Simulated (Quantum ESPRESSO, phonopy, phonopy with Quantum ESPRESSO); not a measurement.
# HfO2 (Fm-3m): phonons against volume, part 8 of 8

Aim: how the vibrations of HfO2 shift with volume, and the expansion that follows.

Quantum ESPRESSO 7.5; DFT PBEsol, scalar-relativistic, plane waves, GBRV ultrasoft pseudopotentials.

So far. Step 24 (Lattice dynamics at this volume, V/V0 0.97): The time given is that of the 2 pw.x runs on displaced cells behind this step.

## 25. Self-consistent run, V/V0 1.05

A tight ground state at this cell gives the energy of this member; its pressure is the stress at this cutoff, which can carry an offset from the finite basis.

This step: DFT PBEsol, scalar-relativistic, plane waves, GBRV ultrasoft pseudopotentials (Quantum ESPRESSO 7.5).

System of this step: HfO2. The structure is cubic, space group Fm-3m (No. 225). The conventional cell has a = 5.111 Å, b = 5.111 Å, c = 5.111 Å, α = 90.00°, β = 90.00°, γ = 90.00°. Hf has 8 O at 2.21 Å nearest. Nearest to O lie 4 Hf at 2.21 Å. Farther neighbours and most contacts between anions are not listed.

scf.in

```
&control
   calculation = 'scf'
   prefix = 'x'
   outdir = './tmp'
   pseudo_dir = './pseudo'
   tprnfor = .true.
   tstress = .true.
/
&system
   ibrav = 0
   nat = 3
   ntyp = 2
   ecutwfc = 45.0
   ecutrho = 270.0
   occupations = 'fixed'
   nbnd = 14
/
&electrons
   conv_thr = 1.0d-12
   mixing_beta = 0.7
   electron_maxstep = 100
/
ATOMIC_SPECIES
 Hf    178.4900  Hf.upf
 O      15.9990  O.upf
CELL_PARAMETERS angstrom
     0.000000000    2.555707224    2.555707224
     2.555707224    0.000000000    2.555707224
     2.555707224    2.555707224    0.000000000
ATOMIC_POSITIONS crystal
 Hf     0.000000000   0.000000000   0.000000000
 O      0.250000000   0.250000000   0.250000000
 O      0.750000000   0.750000000   0.750000000
K_POINTS automatic
 8 8 8 0 0 0
```

Launch:

```sh
$ OMP_NUM_THREADS=1 mpirun -n 8 pw.x -nk 8 -in scf.in > scf.out
```

The log of the run:

```text
[banner, memory and clock lines left out]
Program PWSCF v.7.5

     Message from routine setup:
     using ibrav=0 with symmetry is DISCOURAGED, use correct ibrav instead

     G-vector sticks info

     bravais-lattice index     =            0
     lattice parameter (alat)  =       6.8301  a.u.
     unit-cell volume          =     225.2993 (a.u.)^3
     number of atoms/cell      =            3
     number of atomic types    =            2
     number of electrons       =        24.00
[...]
atom    3 type  2   force =    -0.00000000    0.00000000   -0.00000000

     Total force =     0.000000     Total SCF correction =     0.000000

     Computing stress (Cartesian axis) and pressure

     negative rho (up, down):  1.170E-01 0.000E+00
          total   stress  (Ry/bohr**3)                   (kbar)     P=     -118.94
[...]
-0.00000000  -0.00080856  -0.00000000           -0.00     -118.94       -0.00
  -0.00000000  -0.00000000  -0.00080856           -0.00       -0.00     -118.94

     XML data file, charge density, pseudopotentials, collected wavefunctions
[key lines of the parts left out:]
!    total energy              =    -223.47723036 Ry
convergence has been achieved in  14 iterations
```

Run time: 3.1 s. Hardware: 8 MPI ranks of Arm Neoverse V2, shared host; 24 s of CPU time.

The run ends at a pressure of -11.89 GPa.

## 26. Zone-centre response

In a polar crystal the Born charges and ε∞ give the long-range dipole term that a finite supercell misses. They are those of this k-mesh and were not tested on a denser one; where the gap is small they converge slowly, and the LO modes with them.

ph.in

```
phonons
&inputph
   prefix = 'x'
   outdir = './tmp'
   fildyn = 'x.dyn'
   tr2_ph = 1.0d-18
   epsil = .true.
/
0.000000000 0.000000000 0.000000000
```

scf.in is that of step 25.

Launch:

```sh
$ OMP_NUM_THREADS=1 mpirun -n 8 ph.x -nk 8 -in ph.in > ph.out
```

The log of the run:

```text
[banner, memory and clock lines left out]
Program PHONON v.7.5

     ./tmp/x.save/

     IMPORTANT: XC functional enforced from input :
     Exchange-correlation= PBESOL
                           (   1   4  10   8   0   0   0)
     Any further DFT definition will be discarded
     Please, verify this is what you really want

     G-vector sticks info

     negative rho (up, down):  1.170E-01 0.000E+00
     Reading collected, re-writing distributed wavefunctions in ./tmp/

     Number and degeneracy of irreps per q-point
[...]
freq (    1) =      -0.464037 [THz] =     -15.478595 [cm-1]
     freq (    2) =      -0.464037 [THz] =     -15.478595 [cm-1]
     freq (    3) =      -0.464037 [THz] =     -15.478595 [cm-1]
[...]
freq (    8) =      16.349557 [THz] =     545.362533 [cm-1]
     freq (    9) =      16.349557 [THz] =     545.362533 [cm-1]
 **************************************************************************

     Mode symmetry, O_h (m-3m)  point group:

     freq (   1-   3) =        -15.5  [cm-1]   --> T_1u G_15  G_4- I
     freq (   4-   6) =        195.1  [cm-1]   --> T_1u G_15  G_4- I
     freq (   7-   9) =        545.4  [cm-1]   --> T_2g G_25' G_5+ R
```

Run time: 57 s. Hardware: 8 MPI ranks; 7.5 min of CPU time.

ε∞:

```
5.30 0.00 0.00
0.00 5.30 0.00
0.00 0.00 5.30
```

The Born charges sum to zero within 9.2e-4 e; the rest is removed before use. Acoustic frequencies in this log differ from zero by the error of the sum rule, which ph.x does not impose. This version of ph.x has a suspected fault in its gradient-corrected response, so the tensors carry some doubt.

## 27. A displaced supercell

One atom (for the harmonic constants) or a pair of atoms (for the cubic ones) is moved by a few hundredths of an ångström; the forces on all atoms give a column of force constants. The threshold is tight because the forces are small.

System of this step: HfO2. Symmetry: Imm2, No. 44, orthorhombic system. The conventional cell has a = 7.229 Å, b = 10.223 Å, c = 7.229 Å, α = 90.00°, β = 90.00°, γ = 90.00°. Hf has 8 O at 2.20 to 2.23 Å nearest. Nearest to Hf lie 8 O at 2.21 Å. Hf has 8 O at 2.21 Å nearest. O has 4 Hf at 2.20 to 2.21 Å nearest. Farther neighbours and most contacts between anions are not listed.

disp-00001.in

```
&control
   calculation = 'scf'
   prefix = 'x'
   outdir = './tmp'
   pseudo_dir = './pseudo'
   tprnfor = .true.
   disk_io = 'none'
/
&system
   ibrav = 0
   nat = 24
   ntyp = 2
   ecutwfc = 45.0
   ecutrho = 270.0
   occupations = 'fixed'
   nbnd = 98
/
&electrons
   conv_thr = 1.0d-11
   mixing_beta = 0.7
   electron_maxstep = 100
/
ATOMIC_SPECIES
 Hf    178.4900  Hf.upf
 O      15.9990  O.upf
CELL_PARAMETERS angstrom
     0.000000000    5.111414447    5.111414447
     5.111414447    0.000000000    5.111414447
     5.111414447    5.111414447    0.000000000
ATOMIC_POSITIONS crystal
 Hf     0.002766775   0.000000000   0.000000000
 Hf     0.500000000   0.000000000   0.000000000
 Hf     0.000000000   0.500000000   0.000000000
 Hf     0.500000000   0.500000000   0.000000000
 Hf     0.000000000   0.000000000   0.500000000
 Hf     0.500000000   0.000000000   0.500000000
 Hf     0.000000000   0.500000000   0.500000000
 Hf     0.500000000   0.500000000   0.500000000
 O      0.125000000   0.125000000   0.125000000
 O      0.625000000   0.125000000   0.125000000
 O      0.125000000   0.625000000   0.125000000
 O      0.625000000   0.625000000   0.125000000
 O      0.125000000   0.125000000   0.625000000
 O      0.625000000   0.125000000   0.625000000
 O      0.125000000   0.625000000   0.625000000
 O      0.625000000   0.625000000   0.625000000
 O      0.375000000   0.375000000   0.375000000
 O      0.875000000   0.375000000   0.375000000
 O      0.375000000   0.875000000   0.375000000
 O      0.875000000   0.875000000   0.375000000
 O      0.375000000   0.375000000   0.875000000
 O      0.875000000   0.375000000   0.875000000
 O      0.375000000   0.875000000   0.875000000
 O      0.875000000   0.875000000   0.875000000
K_POINTS automatic
 3 3 3 0 0 0
```

Launch:

```sh
$ OMP_NUM_THREADS=1 mpirun -n 4 pw.x -nk 4 -in disp-00001.in > disp-00001.out
```

The log of the run:

```text
[banner, memory and clock lines left out]
Program PWSCF v.7.5

     Message from routine setup:
     using ibrav=0 with symmetry is DISCOURAGED, use correct ibrav instead

     G-vector sticks info

     bravais-lattice index     =            0
     lattice parameter (alat)  =      13.6601  a.u.
     unit-cell volume          =    1802.3946 (a.u.)^3
     number of atoms/cell      =           24
     number of atomic types    =            2
     number of electrons       =       192.00
[...]
atom    1 type  1   force =    -0.00000000   -0.00682621   -0.00682621
     atom    2 type  1   force =    -0.00000000    0.00472048    0.00472048
     atom    3 type  1   force =     0.00229645   -0.00237848    0.00242346
[...]
atom   23 type  2   force =     0.00069965    0.00019591    0.00019591
     atom   24 type  2   force =    -0.00084205    0.00002428    0.00002428

     Total force =     0.014743     Total SCF correction =     0.000009
     Message from routine punch:
     Nothing written, as per user request (disk_io='none')
[key lines of the parts left out:]
!    total energy              =   -1787.81766864 Ry
convergence has been achieved in  19 iterations
```

It took 2.1 min on 4 MPI ranks; 8.3 min of CPU time.

## 28. Lattice dynamics at this volume, V/V0 1.05

This step: DFT PBEsol, scalar-relativistic, plane waves, GBRV ultrasoft pseudopotentials (phonopy with Quantum ESPRESSO 4.10.0 / 7.5).

Run time: 2.9 min. Hardware: 8 threads; 20 min of CPU time.

Phonopy, LO-TO term from ph.x's tensors. Phonon branches along the path, in cm⁻¹:

| point | branch 1 | branch 2 | branch 3 | branch 4 | branch 5 | branch 6 | branch 7 | branch 8 | branch 9 |
| --- | --- | --- | --- | --- | --- | --- | --- | --- | --- |
| Γ | 0 | 0 | 0 | 196 | 196 | 546 | 546 | 546 | 591 |
| halfway | 58 | 58 | 183 | 247 | 247 | 359 | 545 | 545 | 628 |
| X | -242 | 79 | 79 | 244 | 268 | 268 | 531 | 531 | 659 |
| halfway | -216 | 80 | 95 | 229 | 278 | 286 | 527 | 535 | 651 |
| U | -126 | 83 | 126 | 200 | 306 | 321 | 513 | 546 | 629 |
| jump to K | -126 | 83 | 126 | 200 | 306 | 321 | 513 | 546 | 629 |
| halfway | 82 | 82 | 148 | 234 | 376 | 457 | 464 | 560 | 580 |
| Γ | 0 | 0 | 0 | 196 | 196 | 546 | 546 | 546 | 591 |
| halfway | 70 | 70 | 124 | 302 | 302 | 510 | 510 | 515 | 572 |
| L | 75 | 75 | 167 | 373 | 373 | 479 | 482 | 482 | 558 |
| halfway | 79 | 131 | 167 | 264 | 273 | 420 | 468 | 577 | 581 |
| W | 78 | 118 | 124 | 171 | 171 | 438 | 438 | 600 | 600 |
| halfway | -188 | 78 | 112 | 220 | 238 | 334 | 508 | 552 | 642 |
| X | -242 | 79 | 79 | 244 | 268 | 268 | 531 | 531 | 659 |

The phonon branches as a text plot (rows in cm⁻¹):

```
    640 |     *************                                 *****
    603 |*****             ***   **********            *****
    565 |  ***             **********      ************     **
    527 |**   *************        **********     ***         ***
    490 |  **              *     **          *********      **
    452 |    *              **  *                 **  ******
    415 |                     **                    *****  *
    377 |     **            **  *               ****        *
    340 |                 **                 ***    *        *
    302 |              ****      **         *        *        **
    265 |     ***********          **      *          *       ***
    227 |  ***  *********     ********   **            *     ****
    190 |**   **         *****       ****               ** **
    152 |    *             ******            ****************
    115 |  **           ****  ** **        **        **  **  **
     77 |       *********************    ************************
     40 | ******                   ***  ***                *
      2 |*                            **
    -35 |         *
    -73 |
   -110 |                 *                                 *
   -148 |                *
   -186 |               *                                    *
   -223 |          *****                                      ***
         Γ           X  U|K            Γ         L        W     X
```

The lowest frequency on the path is -242 cm⁻¹, so the cell is unstable here and gives no valid free energy. The highest zone-centre mode (no LO–TO term) moved by -7.3 % for a volume change of +5.0 %.

The time given is that of the 2 pw.x runs on displaced cells behind this step.

## 29. Mode Grüneisen parameters

This step: DFT PBEsol, scalar-relativistic, plane waves, GBRV ultrasoft pseudopotentials (phonopy 4.10.0).

Volume series, by row:

```
 V/V0  V (Å³/atom)  pressure (GPa)  E - E0 (meV/atom)  gap (eV)  zero-point energy (meV/atom)  lowest on the path (cm⁻¹)  highest at Gamma without the LO-TO term (cm⁻¹)
 0.97        10.28           8.839              9.272     3.852                             -                     -189.2                                             616
0.985        10.44           4.259              2.461     3.812                             -                     -201.6                                             602
    1         10.6           0.027                  0     3.774                             -                     -212.8                                           588.2
1.015        10.76          -3.883              1.631     3.735                             -                     -222.8                                           574.9
 1.03        10.92          -7.498              6.988     3.698                             -                     -231.7                                             562
 1.05        11.13          -11.89              19.39     3.648                             -                     -241.8                                           545.5
```

The optical frequency at Gamma without the LO-TO term by V/V0:

```csv
V/V0,mode 4 (cm⁻¹),mode 7 (cm⁻¹)
0.9700,280,616
0.9850,265,602
1.0000,249,588
1.0150,233,575
1.0300,217,562
1.0500,196,546
```

The printed pressures lie 0.31 GPa below −dE/dV of the same runs on average, in a series that spans 21 GPa: energy and stress disagree, as they do when the basis is incomplete, so the pressures are not converged.

## 30. What came out

```json
{
  "lowest frequency over the volumes": "-242 cm⁻¹"
}
```

**Reading.** Imaginary modes appear at V/V0 = 0.97, 0.985, 1, 1.015, 1.03 and 1.05, so too few stable volumes remain for a free-energy fit. Mode Grüneisen parameters diverge near a vanishing branch and are not given. The printed pressures lie 0.31 GPa below −dE/dV of the same runs on average, in a series that spans 21 GPa: energy and stress disagree, as they do when the basis is incomplete, so the pressures are not converged. The starting cell comes from a crystallographic database, so the instability may belong to the level of theory or to the 0 K harmonic picture and not to the crystal. The supercell is small, so only a few wavevectors are exact. The supercell is small: only its own wavevectors are exact, and branches between them are interpolated and can be misplaced.

[Logs are printed without paths, hosts, clocks, repeated set-up lines and the standing remarks that a program may print on its own settings, such as how far it seeks lower states.]

[Hosts, paths, dates, database ids (printed as entryN), source tags and the programs' standing remarks are cut or masked in the printed files.]

[A step with changed settings may run another functional than the one named; its input shows which.]

[Of the runs on displaced cells, only some may be shown.]
